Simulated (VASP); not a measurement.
# Os (P6_3/mmc) in VASP: further runs

The runs below take Os through band structure, with PBE, LDA.

Program: VASP 6.6.1. These are calculated values, not measurements. Logs are shortened: lines on timing, memory, paths and dates and some standing lists are left out, and cuts for length are marked.

### 1 Starting point

It takes space group P6_3/mmc (No. 194, hexagonal). The conventional cell has a = 2.734 Å, b = 2.734 Å, c = 4.320 Å, α = 90.00°, β = 90.00°, γ = 120.00°. Around Os (site symmetry -6m2) lie 12 Os at 2.68 to 2.73 Å.

### 2 Band structure, PBE

File POSCAR:

```
Os
1.0
    2.7341000000      0.0000000000      0.0000000000
   -1.3670500000      2.3678000565      0.0000000000
    0.0000000000      0.0000000000      4.3197000000
Os
2
Direct
    0.6666666667      0.3333333333      0.7500000000
    0.3333333333      0.6666666667      0.2500000000
```

File INCAR.step1:

```
ALGO = Fast
EDIFF = 1E-6
ENCUT = 520
GGA = PE
ISIF = 2
ISMEAR = -1
LASPH = T
LCHARG = T
LMAXMIX = 4
LREAL = F
LWAVE = F
NBANDS = 15
NELM = 100
PREC = Accurate
SIGMA = 0.05
```

File KPOINTS.step1:

```
k-points
0
Gamma
  11 11 6
```

File INCAR.step2:

```
ALGO = Fast
EDIFF = 1E-6
ENCUT = 520
GGA = PE
ICHARG = 11
ISIF = 2
ISMEAR = 0
LASPH = T
LCHARG = F
LMAXMIX = 4
LREAL = F
LWAVE = F
NBANDS = 15
NELM = 100
PREC = Accurate
SIGMA = 0.05
```

File KPOINTS.step2:

```
path GMKGALHA,LM,KH
20
line-mode
reciprocal
 0.0000000000  0.0000000000  0.0000000000  G
 0.5000000000  0.0000000000  0.0000000000  M

 0.5000000000  0.0000000000  0.0000000000  M
 0.3333333333  0.3333333333  0.0000000000  K

 0.3333333333  0.3333333333  0.0000000000  K
 0.0000000000  0.0000000000  0.0000000000  G

 0.0000000000  0.0000000000  0.0000000000  G
 0.0000000000  0.0000000000  0.5000000000  A

 0.0000000000  0.0000000000  0.5000000000  A
 0.5000000000  0.0000000000  0.5000000000  L

 0.5000000000  0.0000000000  0.5000000000  L
 0.3333333333  0.3333333333  0.5000000000  H

 0.3333333333  0.3333333333  0.5000000000  H
 0.0000000000  0.0000000000  0.5000000000  A

 0.5000000000  0.0000000000  0.5000000000  L
 0.5000000000  0.0000000000  0.0000000000  M

 0.3333333333  0.3333333333  0.0000000000  K
 0.3333333333  0.3333333333  0.5000000000  H
```

Potentials or basis: VASP PAW PBE potentials, release 64 (Os).

Started as:

```bash
> cat potpaw_PBE.64/Os/POTCAR > POTCAR
> cp INCAR.step1 INCAR
> cp KPOINTS.step1 KPOINTS
> mpirun -np 1 vasp_std > vasp.out
> cp INCAR.step2 INCAR
> cp KPOINTS.step2 KPOINTS
> mpirun -np 1 vasp_std > vasp.out
```

OUTCAR:

```text
EDIFF = 1E-6
   ENCUT = 520
   GGA = PE
   ICHARG = 11
   ISIF = 2
   ISMEAR = 0
   LASPH = T
   LREAL = F
   NELM = 100
   PREC = Accurate

 ion  position               nearest neighbor table
   1  0.667  0.333  0.750-   2 2.68   2 2.68   2 2.68   2 2.68   2 2.68   2 2.68
   2  0.333  0.667  0.250-   1 2.68   1 2.68   1 2.68   1 2.68   1 2.68   1 2.68

  LATTYP: Found a hexagonal cell.
 ALAT       =     2.7341000000
 C/A-ratio  =     1.5799348963

  Lattice vectors:

 A1 = (   2.7341000000,   0.0000000000,   0.0000000000)
 A2 = (  -1.3670500000,   2.3678000565,   0.0000000000)
 A3 = (   0.0000000000,   0.0000000000,   4.3197000000)

Analysis of symmetry for initial positions (statically):
=====================================================================
 Subroutine PRICEL returns:
 Original cell was already a primitive cell.

 Routine SETGRP: Setting up the symmetry group for a
 hexagonal supercell.

 Subroutine GETGRP returns: Found 24 space group operations
 (whereof 12 operations were pure point group operations)
 out of a pool of 24 trial point group operations.

The static configuration has the point symmetry D_3d.
 The point group associated with its full space group is D_6h.

Analysis of symmetry for dynamics (positions and initial velocities):
=====================================================================
 Subroutine PRICEL returns:
 Original cell was already a primitive cell.

 Routine SETGRP: Setting up the symmetry group for a
 hexagonal supercell.

 Subroutine GETGRP returns: Found 24 space group operations
 (whereof 12 operations were pure point group operations)
 out of a pool of 24 trial point group operations.

The dynamic configuration has the point symmetry D_3d.
 The point group associated with its full space group is D_6h.

 Subroutine INISYM returns: Found 24 space group operations
 (whereof 12 operations are pure point group operations),
 and found     1 'primitive' translations

----------------------------------------------------------------------------------------

                                     Primitive cell

  volume of cell :      27.9649

  direct lattice vectors                    reciprocal lattice vectors
     2.734100000  0.000000000  0.000000000     0.365751070  0.211166479  0.000000000
    -1.367050000  2.367800057  0.000000000     0.000000000  0.422332957  0.000000000
     0.000000000  0.000000000  4.319700000     0.000000000  0.000000000  0.231497558

  length of vectors
     2.734100000  2.734100000  4.319700000     0.422332957  0.422332957  0.231497558

  position of ions in fractional coordinates (direct lattice)
     0.666666667  0.333333333  0.750000000
     0.333333333  0.666666667  0.250000000

  ion indices of the primitive-cell ions
   primitive index   ion index
                 1           1
                 2           2

----------------------------------------------------------------------------------------

 KPOINTS: path GMKGALHA,LM,KH

Interpolating k-points between supplied coordinates.

 Line segments in fractional coordinates (reciprocal lattice):
    0.000000  0.000000  0.000000  ...  0.500000  0.000000  0.000000
    0.500000  0.000000  0.000000  ...  0.333333  0.333333  0.000000
    0.333333  0.333333  0.000000  ...  0.000000  0.000000  0.000000
    0.000000  0.000000  0.000000  ...  0.000000  0.000000  0.500000
    0.000000  0.000000  0.500000  ...  0.500000  0.000000  0.500000
    0.500000  0.000000  0.500000  ...  0.333333  0.333333  0.500000
    0.333333  0.333333  0.500000  ...  0.000000  0.000000  0.500000
    0.500000  0.000000  0.500000  ...  0.500000  0.000000  0.000000
    0.333333  0.333333  0.000000  ...  0.333333  0.333333  0.500000

 Generated    20 points on each line segment, for a total of    180 k-points:

 Following reciprocal coordinates:
            Coordinates               Weight
  0.000000  0.000000  0.000000      0.005556
  0.026316  0.000000  0.000000      0.005556
  0.052632  0.000000  0.000000      0.005556
  0.078947  0.000000  0.000000      0.005556
  0.105263  0.000000  0.000000      0.005556
  0.131579  0.000000  0.000000      0.005556
[... 42 lines left out ...]
  0.192982  0.192982  0.000000      0.005556
  0.175439  0.175439  0.000000      0.005556
 [... further k-points ...]
   k-points           NKPTS =    180   k-points in BZ     NKDIM =    180   number of bands    NBANDS=     15
   number of dos      NEDOS =    301   number of ions     NIONS =      2
   total plane-waves  NPLWV =  12800
   dimension x,y,z NGX =    20 NGY =   20 NGZ =   32
   dimension x,y,z NGXF=    40 NGYF=   40 NGZF=   64
   ions per type =               2
   NGX,Y,Z   is equivalent  to a cutoff of  12.16, 12.16, 12.32 a.u.
   NGXF,Y,Z  is equivalent  to a cutoff of  24.32, 24.32, 24.63 a.u.
 SYSTEM =  unknown system
   PREC   = accura    normal or accurate (medium, high low for compatibility)
   ISTART =      0    job   : 0-new  1-cont  2-samecut
   ICHARG =     11    charge: 1-file 2-atom 10-const
   ISPIN  =      1    spin polarized calculation?
   LNONCOLLINEAR =      F non collinear calculations
   LSORBIT =      F    spin-orbit coupling
   LASPH  =      T    aspherical Exc in radial PAW
   ENCUT  =  520.0 eV  38.22 Ry    6.18 a.u.   5.08  5.08  8.03*2*pi/ulx,y,z
   NELM   =    100;   NELMIN=  2; NELMDL=  0     # of ELM steps
   EDIFF  = 0.1E-05   stopping-criterion for ELM
   LREAL  =      F    real-space projection
   EDIFFG = 0.1E-04   stopping-criterion for IOM
   NSW    =      0    number of steps for IOM
   IBRION =     -1    ionic relax: 0-MD 1-quasi-New 2-CG
   NFREE  =      0    steps in history (QN), initial steepest desc. (CG)
   ISIF   =      2    stress and relaxation
   ISYM   =      2    0-nonsym 1-usesym 2-fastsym
   POTIM  = 0.5000    time-step for ionic-motion
   TEBEG  =    0.0;   TEEND  =   0.0 temperature during run
   PSTRESS=    0.0 pullay stress
   NELECT =      16.0000    total number of electrons
   NUPDOWN=      -1.0000    fix difference up-down
   EMIN   =  10.00;   EMAX   =-10.00  energy-range for DOS
   EFERMI =   0.00;   METHOD = LEGACY
   ISMEAR =     0;   SIGMA  =   0.05  broadening in eV -4-tet -1-fermi 0-gaus
   EFERMI_NEDOS =   21; number of points for ismear=-14 and -15
   IALGO  =     68    algorithm
   IMIX   =      4    mixing-type and parameters
     AMIX     =   0.40;   BMIX     =  1.00
     AMIX_MAG =   1.60;   BMIX_MAG =  1.00
  volume/ion in A,a.u.               =      13.98        94.36
  Fermi-wavevector in a.u.,A,eV,Ry     =   1.359076  2.568282 25.131161  1.847088
  Thomas-Fermi vector in A             =   2.485855
   LORBIT       =      0    0 simple, 1 ext, 2 COOP (PROOUT), +10 PAW based schemes
   GGA     = PE    functional components
   LHFCALC =     F    Hartree Fock is set to
   AEXX    =    0.0000 exact exchange contribution
   IVDW    =     0    specifies the selected vdW correction
   LEPSILON=     F    determine dielectric tensor
   LRPA    =     F    only Hartree local field effects (RPA)
 non-spin polarized calculation
 RMM-DIIS sequential band-by-band and
 Gauss-broadening in eV      SIGMA  =   0.05
  energy-cutoff  :      520.00
  volume of cell :       27.96
 maximum number of plane-waves:       774

 number of electron      15.9999998 magnetization

 Free energy of the ion-electron system (eV)
  ---------------------------------------------------
  ext. energy  EPLUGINS =         0.00000000
  ---------------------------------------------------
  free energy    TOTEN  =       -22.67066728 eV

  energy without entropy =      -22.66967210  energy(sigma->0) =      -22.67016969

 E-fermi :   9.5067     XC(G=0): -14.0601

 val. band max:        9.4980088432   @ k =   0.0000   0.0000   0.0000
 cond. band min:       9.5662468883   @ k =   0.3158   0.0000   0.0000
 fundamental gap:      0.0682380451
 Fermi energy:         9.5066890985

 k-point     1 :       0.0000    0.0000    0.0000
  band No.  band energies     occupation
      1      -1.4737      2.00000
      2       1.6785      2.00000
      3       6.4210      2.00000
      4       6.4210      2.00000
      5       6.6719      2.00000
      6       7.2638      2.00000
      7       7.2638      2.00000
      8       7.9121      2.00000
      9       7.9121      2.00000
     10       9.4980      1.19394
     11      11.1653      0.00000
     12      11.1653      0.00000
     13      18.5544      0.00000
     14      23.5104      0.00000
     15      26.2269      0.00000

 k-point     2 :       0.0263    0.0000    0.0000
  band No.  band energies     occupation
      1      -1.4454      2.00000
      2       1.7039      2.00000
      3       6.3257      2.00000
      4       6.4458      2.00000
      5       6.7592      2.00000
      6       7.2458      2.00000
      7       7.2871      2.00000
      8       7.8813      2.00000
      9       7.8912      2.00000
     10       9.3130      2.00000
     11      11.1800      0.00000
     12      11.3884      0.00000
     13      18.5528      0.00000
     14      23.5700      0.00000
     15      26.2757      0.00000

 k-point     3 :       0.0526    0.0000    0.0000
  band No.  band energies     occupation
      1      -1.3609      2.00000
      2       1.7793      2.00000
      3       6.1531      2.00000
      4       6.5202      2.00000
      5       6.9087      2.00000
      6       7.1947      2.00000
      7       7.3565      2.00000
      8       7.7783      2.00000
      9       7.8305      2.00000
     10       8.9370      2.00000
     11      11.2224      0.00000
     12      11.8895      0.00000
     13      18.5467      0.00000
     14      23.7458      0.00000
     15      26.3756      0.00000
[... 631 lines left out ...]
 k-point    39 :       0.3421    0.3158    0.0000
  band No.  band energies     occupation
      1       2.9392      2.00000
      2       4.0222      2.00000
      3       4.0872      2.00000
      4       4.8572      2.00000
      5       5.9777      2.00000
      6       6.1004      2.00000
      7       8.1355      2.00000
      8      10.8702      0.00000
      9      11.0640      0.00000
     10      11.5436      0.00000
     11      14.8615      0.00000
     12      14.8873      0.00000
     13      16.5909      0.00000
     14      23.3134      0.00000
     15      24.5010      0.00000

 k-point    40 :       0.3333    0.3333    0.0000
  band No.  band energies     occupation
      1       2.9372      2.00000
      2       4.0667      2.00000
      3       4.0667      2.00000
      4       4.8495      2.00000
      5       6.0366      2.00000
      6       6.0366      2.00000
      7       8.1447      2.00000
      8      10.9638      0.00000
      9      10.9638      0.00000
     10      11.5409      0.00000
     11      14.8716      0.00000
     12      14.8716      0.00000
     13      16.5682      0.00000
     14      23.4885      0.00000
     15      24.5523      0.00000

 [... further k-points ...]

------------------------ aborting loop because EDIFF is reached ----------------------------------------

  FORCE on cell =-STRESS in cart. coord.  units (eV):
  Direction    XX          YY          ZZ          XY          YZ          ZX
  --------------------------------------------------------------------------------------
  -------------------------------------------------------------------------------------
  Total        0.3264938      0.3264938      3.8989647      0.0000000      0.0000000      0.0000000
  in kB       18.7056379     18.7056379    223.3813304      0.0000000      0.0000000      0.0000000
  external PRESSURE =      86.9308687 kB  Pullay stress =       0.0000000 kB

 VOLUME and BASIS-vectors are now :
 -----------------------------------------------------------------------------
  energy-cutoff  :      520.00
  volume of cell :       27.96
      direct lattice vectors                 reciprocal lattice vectors
     2.734100000  0.000000000  0.000000000     0.365751070  0.211166479  0.000000000
    -1.367050000  2.367800057  0.000000000     0.000000000  0.422332957  0.000000000
     0.000000000  0.000000000  4.319700000     0.000000000  0.000000000  0.231497558

 POSITION                                       TOTAL-FORCE (eV/Angst)
 -----------------------------------------------------------------------------------
      1.36705      0.78927      3.23977         0.000000     -0.000000      0.000000
     -0.00000      1.57853      1.07993        -0.000000      0.000000      0.000000
 -----------------------------------------------------------------------------------
    total drift:                               -0.000000      0.000000     -0.000000

  FREE ENERGIE OF THE ION-ELECTRON SYSTEM (eV)
  ---------------------------------------------------
  free  energy   TOTEN  =       -22.6706672777 eV

  energy  without entropy=      -22.6696721013  energy(sigma->0) =      -22.67016969
```

Wall time 41 s (1 thread of Intel Xeon Platinum 8488C (Sapphire Rapids), shared host); peak memory 0.18 GiB.

Results:

```
Band gap along the path : none (metal or under the smearing width)
```

Levels at the corners of the path, in eV from the Fermi level:
```
point  band 6  band 7  band 8  band 9  band 10  band 11
    Γ   -2.17   -2.17   -1.52   -1.52     0.07     1.73
    M   -2.53   -1.84    2.09    2.65     2.77     4.47
    M   -2.53   -1.84    2.09    2.65     2.77     4.47
    K   -3.39   -1.29    1.53    1.53     2.11     5.44
    K   -3.39   -1.29    1.53    1.53     2.11     5.44
    Γ   -2.17   -2.17   -1.52   -1.52     0.07     1.73
    Γ   -2.17   -2.17   -1.52   -1.52     0.07     1.73
    A   -3.21   -3.21   -3.21    0.94     0.94     0.94
    A   -3.21   -3.21   -3.21    0.94     0.94     0.94
    L   -1.16   -0.12   -0.12    2.43     2.43     3.35
    L   -1.16   -0.12   -0.12    2.43     2.43     3.35
    H   -3.39   -1.31   -1.31    1.68     1.68     8.40
    H   -3.39   -1.31   -1.31    1.68     1.68     8.40
    A   -3.21   -3.21   -3.21    0.94     0.94     0.94
    L   -1.16   -0.12   -0.12    2.43     2.43     3.35
    M   -2.53   -1.84    2.09    2.65     2.77     4.47
    K   -3.39   -1.29    1.53    1.53     2.11     5.44
    H   -3.39   -1.31   -1.31    1.68     1.68     8.40
```

Caveat: the log is that of the step along the path at fixed density, whose energy, stress, charges and moments have no meaning; spin-orbit coupling is left out, which moves the levels of the heavy elements.

### 3 Band structure, PBE, spin-orbit coupling, no magnetisation

File INCAR:

```
  ALGO = Fast
  EDIFF = 1E-7
  ENCUT = 520
  GGA = PE
  GGA_COMPAT = False
  ISIF = 2
  ISMEAR = -1
  LASPH = True
  LCHARG = False
  LMAXMIX = 4
  LORBIT = 11
  LREAL = False
  LSORBIT = True
  LWAVE = False
  MAGMOM = 0 0 0 0 0 0
  NBANDS = 28
  NELM = 60
  PREC = Accurate
  SIGMA = 0.05
```

File KPOINTS:

```
k-points
0
Gamma
  8 8 5
```

POSCAR is that of step 2.

File KPOINTS_OPT:

```
path GMKGALHA,LM,KH
10
line-mode
reciprocal
 0.0000000000  0.0000000000  0.0000000000  G
 0.5000000000  0.0000000000  0.0000000000  M

 0.5000000000  0.0000000000  0.0000000000  M
 0.3333333333  0.3333333333  0.0000000000  K

 0.3333333333  0.3333333333  0.0000000000  K
 0.0000000000  0.0000000000  0.0000000000  G

 0.0000000000  0.0000000000  0.0000000000  G
 0.0000000000  0.0000000000  0.5000000000  A

 0.0000000000  0.0000000000  0.5000000000  A
 0.5000000000  0.0000000000  0.5000000000  L

 0.5000000000  0.0000000000  0.5000000000  L
 0.3333333333  0.3333333333  0.5000000000  H

 0.3333333333  0.3333333333  0.5000000000  H
 0.0000000000  0.0000000000  0.5000000000  A

 0.5000000000  0.0000000000  0.5000000000  L
 0.5000000000  0.0000000000  0.0000000000  M

 0.3333333333  0.3333333333  0.0000000000  K
 0.3333333333  0.3333333333  0.5000000000  H
```

Potentials or basis: VASP PAW PBE potentials, release 64 (Os).

Started as:

```bash
> cat potpaw_PBE.64/Os/POTCAR > POTCAR
> mpirun -np 1 vasp_ncl > vasp.out
```

It took 1.9 min on 1 thread of Intel Xeon Platinum 8488C (Sapphire Rapids), shared host; peak memory 0.23 GiB.

It converged, with:

```yaml
Free_energy: -23.1997 eV
Pressure: 8.5 GPa
Valence_electrons_inside_the_program's_atomic_spheres: Os 7.49
```

Stress tensor (GPa, compression positive):
```
8.63 0.00 0.00
0.00 8.63 0.00
0.00 0.00 8.24
```

(Part 1 of 2 ends here.)
